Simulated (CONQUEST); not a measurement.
Crystal: MgS.

```
S Mg
1.0
     4.03462    0.00000    0.00000
     0.00000    6.43229    0.00000
     0.00000    0.00000    6.98817
S Mg
4 4
Direct
  0.00661 0.87235 0.33085
  0.50661 0.87235 0.83085
  0.49674 0.37150 0.16821
  0.99674 0.37150 0.66821
  0.00160 0.99751 0.66703
  0.50160 0.99751 0.16703
  0.49312 0.50085 0.83223
  0.99312 0.50085 0.33223
```

The cell comes from a database or a generator and needn't be the stable form of this composition.

The cell isn't the ideal one: atoms moved at random, drawn with an rms of 0.05 Å.

```yaml
Program: CONQUEST 1.3
Task: relaxation of cell and atoms
Functional: WC
Potentials_or_basis: PseudoDojo NC PBEsol, SZ, grid cutoff 80 Ha
k_mesh: 4 × 3 × 3
Occupations: methfessel-paxton of order 1, width 0.2 eV
Spin: no spin polarisation
```

At the start: volume 22.67 Å³/atom.

Problem. Where does the relaxation end?

Solution. Over 15 steps the energy falls by 43.3 meV/atom and the volume is 23.19 Å³/atom (+2.3 %); space group Cmc2_1 (No. 36, to 0.05 Å).

Step by step:
| step | energy change (eV) | largest force (eV/Å) | volume (Å³) |
| --- | --- | --- | --- |
| 1 | 0.0000 | 1.8149 | 181.36 |
| 2 | -0.1500 | 1.9623 | 182.02 |
| 3 | -0.2392 | 1.2181 | 182.81 |
| 4 | -0.2971 | 0.7559 | 183.64 |
| 5 | -0.3230 | 0.6719 | 184.36 |
| 6 | -0.3364 | 0.4374 | 184.93 |
| 7 | -0.3416 | 0.2908 | 185.24 |
| 8 | -0.3440 | 0.2048 | 185.42 |
| 9 | -0.3449 | 0.1284 | 185.49 |
| 10 | -0.3454 | 0.1031 | 185.53 |
| 11 | -0.3458 | 0.0638 | 185.54 |
| 12 | -0.3462 | 0.0750 | 185.53 |
| 13 | -0.3464 | 0.0973 | 185.51 |
| 14 | -0.3466 | 0.0591 | 185.49 |
| 15 | -0.3466 | 0.0486 | 185.49 |

Final structure:
```cif
data_structure
_symmetry_space_group_name_H-M 'P 1'
_symmetry_Int_Tables_number 1
_cell_length_a 4.0827
_cell_length_b 6.4702
_cell_length_c 7.0218
_cell_angle_alpha 90.000
_cell_angle_beta 90.000
_cell_angle_gamma 90.000
_cell_volume 185.49
loop_
_atom_site_label
_atom_site_type_symbol
_atom_site_fract_x
_atom_site_fract_y
_atom_site_fract_z
_atom_site_occupancy
S1 S 0.01193 0.87353 0.33819 1
S2 S 0.51193 0.87353 0.83819 1
S3 S 0.48800 0.37355 0.16202 1
S4 S 0.98800 0.37355 0.66202 1
Mg1 Mg 0.01462 0.99161 0.67427 1
Mg2 Mg 0.51462 0.99161 0.17427 1
Mg3 Mg 0.48528 0.49166 0.82584 1
Mg4 Mg 0.98528 0.49166 0.32584 1
```

Caveat: the potentials were made for another functional, which shifts forces and pressure; the atomic basis is small; only the three edges of the box relax, its angles stay right; the basis of atomic orbitals isn't converged, which shifts pressures, moduli and gaps.
